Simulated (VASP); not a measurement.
# BN (P6_3mc) in VASP: single point with PBE0

Aim: the single point of BN with PBE0.

Program: VASP 6.6.1. These are calculated values, not measurements. Logs are shortened: lines on timing, memory, paths and dates and some standing lists are left out, and cuts for length are marked.

## Step 1: The structure

It takes space group P6_3mc (No. 186, hexagonal). Conventional cell: a = 2.542 Å, b = 2.542 Å, c = 4.204 Å, α = 90.00°, β = 90.00°, γ = 120.00°. Around B (site symmetry 3m) lie 4 N at 1.56 to 1.57 Å. N (site symmetry 3m) is surrounded by 4 B at 1.56 to 1.57 Å.

Measurements of this composition are mostly on another form, of space group No. 194.

## Step 2: Single point, PBE0

The input, POSCAR:

```
BN
1.0
    2.5416900000      0.0000000000      0.0000000000
   -1.2708500000      2.2011700000      0.0000000000
    0.0000000000      0.0000000000      4.2041500000
B N
2 2
Direct
    0.6666700000      0.3333300000      0.9997200000
    0.3333300000      0.6666700000      0.4997200000
    0.6666700000      0.3333300000      0.6252800000
    0.3333300000      0.6666700000      0.1252800000
```

The input, INCAR.step1:

```
SYSTEM = BN
PREC = Accurate
ENCUT = 520
EDIFF = 1E-5
ISMEAR = 0
SIGMA = 0.02
LREAL = .False.
LASPH = .True.
NELM = 80
ALGO = Normal
ISIF = 2
LWAVE = .True.
LCHARG = .False.
NBANDS = 16
GGA = PE
```

The input, INCAR.step2:

```
SYSTEM = BN
PREC = Accurate
ENCUT = 520
EDIFF = 1E-7
ISMEAR = 0
SIGMA = 0.02
LREAL = .False.
LASPH = .True.
NELM = 80
ALGO = Normal
ISIF = 2
LWAVE = .False.
LCHARG = .False.
GGA = PE
LHFCALC = .True.
AEXX = 0.25
PRECFOCK = Fast
NBANDS = 16
ISTART = 1
```

The input, KPOINTS:

```
regular mesh
0
Gamma
  9 9 4
  0 0 0
```

Potentials or basis: VASP PAW PBE potentials, release 64 (B, N).

On the command line:

```console
cat potpaw_PBE.64/B/POTCAR potpaw_PBE.64/N/POTCAR > POTCAR
cp INCAR.step1 INCAR
mpirun -np 1 vasp_std > vasp.out
cp INCAR.step2 INCAR
mpirun -np 1 vasp_std > vasp.out
```

OUTCAR:

```text
SYSTEM = BN
   PREC = Accurate
   ENCUT = 520
   EDIFF = 1E-7
   ISMEAR = 0
   LREAL = .False.
   LASPH = .True.
   NELM = 80
   ISIF = 2
   GGA = PE
   LHFCALC = .True.
   AEXX = 0.25
   PRECFOCK = Fast
   ISTART = 1

 ion  position               nearest neighbor table
   1  0.667  0.333  1.000-   4 1.56   4 1.56   4 1.56   3 1.57
   2  0.333  0.667  0.500-   3 1.56   3 1.56   3 1.56   4 1.57
   3  0.667  0.333  0.625-   2 1.56   2 1.56   2 1.56   1 1.57
   4  0.333  0.667  0.125-   1 1.56   1 1.56   1 1.56   2 1.57

  LATTYP: Found a hexagonal cell.
 ALAT       =     2.5416900000
 C/A-ratio  =     1.6540766183

  Lattice vectors:

 A1 = (   2.5416900000,   0.0000000000,   0.0000000000)
 A2 = (  -1.2708500000,   2.2011700000,   0.0000000000)
 A3 = (   0.0000000000,   0.0000000000,   4.2041500000)

Analysis of symmetry for initial positions (statically):
=====================================================================
 Subroutine PRICEL returns:
 Original cell was already a primitive cell.

 Routine SETGRP: Setting up the symmetry group for a
 hexagonal supercell.

 Subroutine GETGRP returns: Found  4 space group operations
 (whereof  2 operations were pure point group operations)
 out of a pool of 24 trial point group operations.

The static configuration has the point symmetry C_1h.
 The point group associated with its full space group is C_2v.

Analysis of symmetry for dynamics (positions and initial velocities):
=====================================================================
 Subroutine PRICEL returns:
 Original cell was already a primitive cell.

 Routine SETGRP: Setting up the symmetry group for a
 hexagonal supercell.

 Subroutine GETGRP returns: Found  4 space group operations
 (whereof  2 operations were pure point group operations)
 out of a pool of 24 trial point group operations.

The dynamic configuration has the point symmetry C_1h.
 The point group associated with its full space group is C_2v.

 Subroutine INISYM returns: Found  4 space group operations
 (whereof  2 operations are pure point group operations),
 and found     1 'primitive' translations

----------------------------------------------------------------------------------------

                                     Primitive cell

  volume of cell :      23.5209

  direct lattice vectors                    reciprocal lattice vectors
     2.541690000  0.000000000  0.000000000     0.393439011  0.227152817  0.000000000
    -1.270850000  2.201170000  0.000000000     0.000000000  0.454303847  0.000000000
     0.000000000  0.000000000  4.204150000     0.000000000  0.000000000  0.237860210

  length of vectors
     2.541690000  2.541694138  4.204150000     0.454304587  0.454303847  0.237860210

  position of ions in fractional coordinates (direct lattice)
     0.666670000  0.333330000  0.999720000
     0.333330000  0.666670000  0.499720000
     0.666670000  0.333330000  0.625280000
     0.333330000  0.666670000  0.125280000

  ion indices of the primitive-cell ions
   primitive index   ion index
                 1           1
                 2           2
                 3           3
                 4           4

----------------------------------------------------------------------------------------

 KPOINTS: regular mesh

Automatic generation of k-mesh.
 Grid dimensions read from file:
 generate k-points for:    9    9    4

 Generating k-lattice:

  Cartesian coordinates                     Fractional coordinates (reciprocal lattice)
     0.043715446  0.025239202  0.000000000     0.111111111 -0.000000000  0.000000000
     0.000000000  0.050478205  0.000000000     0.000000000  0.111111111  0.000000000
     0.000000000  0.000000000  0.059465052     0.000000000  0.000000000  0.250000000

  Length of vectors
     0.050478287  0.050478205  0.059465052

  Shift w.r.t. Gamma in fractional coordinates (k-lattice)
     0.000000000  0.000000000  0.000000000

 Subroutine IBZKPT returns following result:
 ===========================================

 Found     75 irreducible k-points:

 Following reciprocal coordinates:
            Coordinates               Weight
  0.000000  0.000000  0.000000      1.000000
  0.111111  0.000000  0.000000      4.000000
 -0.111111  0.111111  0.000000      2.000000
  0.222222 -0.000000  0.000000      4.000000
 -0.222222  0.222222  0.000000      2.000000
  0.333333 -0.000000  0.000000      4.000000
[... 16 lines left out ...]
 -0.222222 -0.444444  0.000000      4.000000
  0.444444  0.333333  0.000000      4.000000
 [... further k-points ...]
   k-points           NKPTS =     75   k-points in BZ     NKDIM =    324   number of bands    NBANDS=     16
   number of dos      NEDOS =    301   number of ions     NIONS =      4
   total plane-waves  NPLWV =  12800
   dimension x,y,z NGX =    20 NGY =   20 NGZ =   32
   dimension x,y,z NGXF=    40 NGYF=   40 NGZF=   64
   ions per type =               2   2
   NGX,Y,Z   is equivalent  to a cutoff of  13.08, 13.08, 12.65 a.u.
   NGXF,Y,Z  is equivalent  to a cutoff of  26.16, 26.16, 25.31 a.u.
 SYSTEM =  BN
   PREC   = accura    normal or accurate (medium, high low for compatibility)
   ISTART =      1    job   : 0-new  1-cont  2-samecut
   ICHARG =      0    charge: 1-file 2-atom 10-const
   ISPIN  =      1    spin polarized calculation?
   LNONCOLLINEAR =      F non collinear calculations
   LSORBIT =      F    spin-orbit coupling
   LASPH  =      T    aspherical Exc in radial PAW
   ENCUT  =  520.0 eV  38.22 Ry    6.18 a.u.   4.73  4.73  7.82*2*pi/ulx,y,z
   NELM   =     80;   NELMIN=  2; NELMDL=  0     # of ELM steps
   EDIFF  = 0.1E-06   stopping-criterion for ELM
   LREAL  =      F    real-space projection
   EDIFFG = 0.1E-05   stopping-criterion for IOM
   NSW    =      0    number of steps for IOM
   IBRION =     -1    ionic relax: 0-MD 1-quasi-New 2-CG
   NFREE  =      0    steps in history (QN), initial steepest desc. (CG)
   ISIF   =      2    stress and relaxation
   ISYM   =      3    0-nonsym 1-usesym 2-fastsym
   POTIM  = 0.5000    time-step for ionic-motion
   TEBEG  =    0.0;   TEEND  =   0.0 temperature during run
   PSTRESS=    0.0 pullay stress
   NELECT =      16.0000    total number of electrons
   NUPDOWN=      -1.0000    fix difference up-down
   EMIN   =  10.00;   EMAX   =-10.00  energy-range for DOS
   EFERMI =   0.00;   METHOD = LEGACY
   ISMEAR =     0;   SIGMA  =   0.02  broadening in eV -4-tet -1-fermi 0-gaus
   EFERMI_NEDOS =   21; number of points for ismear=-14 and -15
   IALGO  =     38    algorithm
   IMIX   =      1    mixing-type and parameters
     AMIX     =   0.40;   BMIX     =  1.00
     AMIX_MAG =   1.60;   BMIX_MAG =  1.00
  volume/ion in A,a.u.               =       5.88        39.68
  Fermi-wavevector in a.u.,A,eV,Ry     =   1.439782  2.720793 28.204494  2.072972
  Thomas-Fermi vector in A             =   2.558599
   LORBIT       =      0    0 simple, 1 ext, 2 COOP (PROOUT), +10 PAW based schemes
   GGA     = PE    functional components
   LHFCALC =     T    Hartree Fock is set to
   PRECFOCK=fast      Normal, Fast or Accurate (Low or Medium for compatibility)
   ENCUT4O =  -1.0   cutoff for four orbital integrals eV
   NKREDX  =     1    reduce k-point grid by
   NKREDY  =     1    reduce k-point grid by
   NKREDZ  =     1    reduce k-point grid by
   AEXX    =    0.2500 exact exchange contribution
   HFSCREEN=    0.0000 screening length (either q_TF or 0.3 A-1)
   HFSCREENC=   0.0000 screening length for correlation (either q_TF or 0.3 A-1)
   ENCUTFOCK=  -1.0 apply spherical cutoff to Coloumb kernel
   IVDW    =     0    specifies the selected vdW correction
   LEPSILON=     F    determine dielectric tensor
   LRPA    =     F    only Hartree local field effects (RPA)
 non-spin polarized calculation
 Gauss-broadening in eV      SIGMA  =   0.02
  energy-cutoff  :      520.00
  volume of cell :       23.52
 maximum number of plane-waves:       652
  NGX = 12; NGY = 12; NGZ = 20

 number of electron      15.9999999 magnetization

 Free energy of the ion-electron system (eV)
  ---------------------------------------------------
  ext. energy  EPLUGINS =         0.00000000
  ---------------------------------------------------
  free energy    TOTEN  =       -42.48880896 eV

  energy without entropy =      -42.48880896  energy(sigma->0) =      -42.48880896

 E-fermi :   6.5332     XC(G=0): -10.0828

 val. band max:        6.3782288749   @ k =   0.0000   0.0000   0.0000
 cond. band min:      13.6458881996   @ k =   0.3333   0.3333   0.0000
 fundamental gap:      7.2676593247
 Fermi energy:         6.5332081383

 k-point     1 :       0.0000    0.0000    0.0000
  band No.  band energies     occupation
      1     -16.0024      2.00000
      2     -11.5246      2.00000
      3      -5.5750      2.00000
      4       4.0642      2.00000
      5       4.0647      2.00000
      6       6.0997      2.00000
[... 8 lines left out ...]
     15      21.0530      0.00000
     16      25.7510      0.00000

 k-point     2 :       0.1111    0.0000    0.0000
  band No.  band energies     occupation
      1     -15.7122      2.00000
      2     -11.3030      2.00000
      3      -5.2825      2.00000
      4       2.7783      2.00000
      5       3.5463      2.00000
      6       5.3059      2.00000
[... 8 lines left out ...]
     15      21.8871      0.00000
     16      25.2115      0.00000

 k-point     3 :      -0.1111    0.1111    0.0000
  band No.  band energies     occupation
      1     -15.7122      2.00000
      2     -11.3030      2.00000
      3      -5.2825      2.00000
      4       2.7786      2.00000
      5       3.5460      2.00000
      6       5.3061      2.00000
[... 8 lines left out ...]
     15      21.8877      0.00000
     16      25.2114      0.00000
[... 362 lines left out ...]
 k-point    23 :      -0.2222   -0.4444    0.0000
  band No.  band energies     occupation
      1     -11.3226      2.00000
      2      -9.7894      2.00000
      3      -3.4258      2.00000
      4      -1.9711      2.00000
      5      -0.9099      2.00000
      6      -0.7375      2.00000
[... 8 lines left out ...]
     15      25.2200      0.00000
     16      25.7398      0.00000

 k-point    24 :       0.4444    0.3333    0.0000
  band No.  band energies     occupation
      1     -11.3227      2.00000
      2      -9.7893      2.00000
      3      -3.4259      2.00000
      4      -1.9710      2.00000
      5      -0.9099      2.00000
      6      -0.7375      2.00000
[... 8 lines left out ...]
     15      25.2198      0.00000
     16      25.7403      0.00000

 [... further k-points ...]

------------------------ aborting loop because EDIFF is reached ----------------------------------------

  FORCE on cell =-STRESS in cart. coord.  units (eV):
  Direction    XX          YY          ZZ          XY          YZ          ZX
  --------------------------------------------------------------------------------------
  -------------------------------------------------------------------------------------
  Total       -0.3936627     -0.3929869     -0.4765871      0.0005867      0.0000000      0.0000000
  in kB      -26.8151626    -26.7691313    -32.4637376      0.0399648      0.0000000      0.0000000
  external PRESSURE =     -28.6826772 kB  Pullay stress =       0.0000000 kB

 VOLUME and BASIS-vectors are now :
 -----------------------------------------------------------------------------
  energy-cutoff  :      520.00
  volume of cell :       23.52
      direct lattice vectors                 reciprocal lattice vectors
     2.541690000  0.000000000  0.000000000     0.393439011  0.227152817  0.000000000
    -1.270850000  2.201170000  0.000000000     0.000000000  0.454303847  0.000000000
     0.000000000  0.000000000  4.204150000     0.000000000  0.000000000  0.237860210

 POSITION                                       TOTAL-FORCE (eV/Angst)
 -----------------------------------------------------------------------------------
      1.27086      0.73372      4.20297        -0.000547      0.000316      0.022115
     -0.00002      1.46745      2.10090         0.000547     -0.000316      0.022115
      1.27086      0.73372      2.62877        -0.000561      0.000324     -0.022115
     -0.00002      1.46745      0.52670         0.000561     -0.000324     -0.022115
 -----------------------------------------------------------------------------------
    total drift:                                0.000000     -0.000000      0.000052

  FREE ENERGIE OF THE ION-ELECTRON SYSTEM (eV)
  ---------------------------------------------------
  free  energy   TOTEN  =       -42.4888089576 eV

  energy  without entropy=      -42.4888089576  energy(sigma->0) =      -42.48880896
```

Run time: 29 min. Hardware: 1 thread of Intel Xeon 6975P-C (Granite Rapids), shared host; peak memory 0.17 GiB.

Results:

```yaml
Free_energy: -42.4888 eV
Pressure: -2.9 GPa
Largest_force: 0.022 eV/Å
Band_gap_on_the_k_mesh: 7.27 eV, indirect (least direct gap 10.73 eV)
```

Forces in eV/Å, atoms in the order of the input:
```
B   -0.001  0.000  0.022
B    0.001  0.000  0.022
N   -0.001  0.000 -0.022
N    0.001  0.000 -0.022
```

Caveat: the PAW data sets were made with another functional, which shifts forces and pressure a little; an odd mesh through Γ misses points on the zone boundary, where band edges often lie.
